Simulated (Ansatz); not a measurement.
# TiSi: response to biaxial strain in the a-b plane

An exercise on one series of results from a longer session: the logs are not shown, and one member is left open.

Program: Ansatz 0.2.0. Level of theory: DFT r2SCAN, scalar-relativistic, plane waves, PAW. These are calculated values, not measurements.

3 further runs of the same task are left out: 3 set aside as unsound or not needed.

## The structure to begin with

The structure is orthorhombic, space group Cmmm (No. 65). Conventional cell: a = 3.626 Å, b = 4.168 Å, c = 3.808 Å, α = 90.00°, β = 90.00°, γ = 90.00°. Around Ti (site symmetry mmm) lie 8 Si at 2.63 to 2.82 Å and 4 Ti at 2.76 Å. Around Si (site symmetry mmm) lie 8 Ti at 2.63 to 2.82 Å and 4 Si at 2.76 Å.

Coordinates:

```
Ti Si
1.0
     3.62650    0.00000    0.00000
     0.00000    4.16785    0.00000
     0.00000    0.00000    3.80774
Ti Si
2 2
Cartesian
  0.0000 2.0839 0.0000
  1.8132 0.0000 0.0000
  0.0000 0.0000 1.9039
  1.8132 2.0839 1.9039
```

Set-up of the first run:

input.yaml

```yaml
crystal:
  lattice:
    - [3.6264976859, 0.0, 0.0]
    - [0.0, 4.1678530543, 0.0]
    - [0.0, 0.0, 3.8077369004]
  atoms:
    - { symbol: Ti, position: [0.0, 0.5, 0.0] }
    - { symbol: Ti, position: [0.5, 0.0, 0.0] }
    - { symbol: Si, position: [0.0, 0.0, 0.5] }
    - { symbol: Si, position: [0.5, 0.5, 0.5] }
basis:
  ecutwfc: 500
kpoints:
  mp_grid: { grid: [14, 12, 14] }
hamiltonian:
  xc: r2scan
scf:
  occupations: { method: gaussian, width: 0.1 }
output:
  forces: true
  stress: true
  eigenvalues: true
  write_density: true
  write_potential: true
  elf: true
  volumetric_format: npy
```

Started as:

```bash
$ ansatz run input.yaml --threads 2 --pin off --max-ram 5120MiB --backend cpu --events-out ev --progress --plain --runs-dir out
```

Among the steps run: Reference cell for the strains; At -1.5 %; At +1.5 %; At -3.0 %; At +3.0 %.

One table of the session follows, with a row left open; its other results are not shown here.

Lengths are those of the vectors of the cell that was run; stresses in GPa:

```
strain (%)  ΔE (meV/atom)  a (Å)  b (Å)  c (Å)
      -3.0           18.2  3.518  4.043  3.902
      -1.5              ?      ?      ?      ?
      +0.0            0.0  3.626  4.168  3.808
      +1.5            4.1  3.681  4.230  3.764
      +3.0           15.6  3.735  4.293  3.719
```

Estimate the missing values for strain (%) = -1.5.

Worked estimate for «ΔE (meV/atom)». A straight line through the neighbours (-3.0, 18.2) and (0.0, 0.0) gives 18.2 + (0.0 − 18.2) × (-1.5 + 3.0) / (0.0 + 3.0) = 9.1; a parabola fitted to 3 rows on both sides gives 4.7.

**Answer.** ΔE (meV/atom): 4.4; a (Å): 3.572; b (Å): 4.105; c (Å): 3.854. In «ΔE (meV/atom)» the line misses by +4.7 and the parabola by +0.3.

ΔE is over the unstrained cell. Stress in GPa, positive in compression, on the Cartesian axes of the input. 
